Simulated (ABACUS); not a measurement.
**SrO under changes of volume**

One of the cells (16.901 Å³/atom); the others are scaled copies at fixed shape and fractional positions:

```xyz
2
Lattice="0.0000 2.5663 2.5663 2.5663 0.0000 2.5663 2.5663 2.5663 0.0000" Properties=species:S:1:pos:R:3 pbc="T T T"
Sr    2.5663    2.5663    2.5663
O     0.0000    0.0000    0.0000
```

```yaml
Program: ABACUS 3.10.1
Functional: PBE
Potentials_or_basis: PseudoDojo NC SR 0.4.1 PBE standard
Cutoff: 1361 eV
Density_cutoff: 5442 eV
Basis: DZP LCAO (the cutoffs set its grid)
k_mesh: 9 × 9 × 9
Occupations: fermi-dirac, width 0.05 eV
Spin: no spin polarisation
```

```tsv
volume (Å³/atom)	energy over the lowest point (meV/atom)	pressure (GPa)	gap on the mesh (eV)
15.887	60.69	11.7	3.17
16.225	38.85	9.0	3.19
16.563	22.36	6.6	3.20
16.901	?	?	?
17.239	3.37	2.5	3.23
17.577	0.00	0.7	3.24
17.915	0.17	-0.8	3.24
```

Q: What does the run at 16.901 Å³/atom give?

A: Energy over the lowest point 10.70 meV/atom; pressure 4.5 GPa; gap on the mesh 3.22 eV.

Worked out: A Birch-Murnaghan fit of order 3 (a polynomial in V^(-2/3)) to the other rows has its minimum at 17.73 Å³/atom with B0 = V·E''(V) = 84 GPa and B' = 4.3. It gives 10.69 meV/atom at 16.901 Å³/atom, against the run's 10.70, and -dE/dV = 4.5 GPa, against 4.5. A parabola through the other rows of the gap, of slope 0.598 eV per unit of ln V there, gives 3.22 eV, against the run's 3.22.

Energies are extrapolated to zero smearing.

Caveats: the atomic orbitals were generated for these runs and aren't a published set; an odd mesh through Γ misses points on the zone boundary, where band edges often lie; the basis of atomic orbitals isn't converged, which shifts pressures, moduli and gaps. Spin-orbit coupling on Sr is left out.
